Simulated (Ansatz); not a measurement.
**Equation of state of Se from a dense series**

```yaml
crystal:
  lattice:
    - [4.35517, 0.00000, 0.00000]
    - [-2.17758, 3.77169, 0.00000]
    - [0.00000, 0.00000, 4.94945]
  atoms:
    - { symbol: Se, position: [0.21700, 0.00000, 0.16667] }
    - { symbol: Se, position: [0.00000, 0.21700, 0.83333] }
    - { symbol: Se, position: [0.78300, 0.78300, 0.50000] }
```

Atoms are numbered in the order listed.

The cell comes from COD entry 9008579, which wasn't checked; take it as a given geometry.

The calculation used DFT, PBEsol, all-electron LAPW, scalar-relativistic (Ansatz 0.2.0).

Settings: a Γ-centred 8×8×6 k mesh, Fermi–Dirac smearing of 0.02 eV, basis error target 1 meV/atom, no spin polarisation.

The cell is scaled evenly. Fractional coordinates are held (clamped ions).

```csv
V (Å³/atom),P (GPa)
25.474,7.47
26.016,5.78
26.558,4.26
26.829,3.55
27.100,2.88
27.371,2.25
27.642,1.65
28.726,-0.48
```

(1) Fit a third-order Birch–Murnaghan curve to the pressures.

(2) Predict the pressure at the withheld volume, 28.184 Å³/atom.

Answers

(1) P = (3B0/2)(y^(7/2) − y^(5/2))[1 + (3/4)(B0′ − 4)(y − 1)] with y = (V0/V)^(2/3) fits within 0.01 GPa for V0 = 28.462 Å³/atom, B0 = 52.9 GPa and B0′ = 4.35.

(2) There y = 1.0066, so the fit gives 0.53 GPa; the run gave 0.53 GPa.
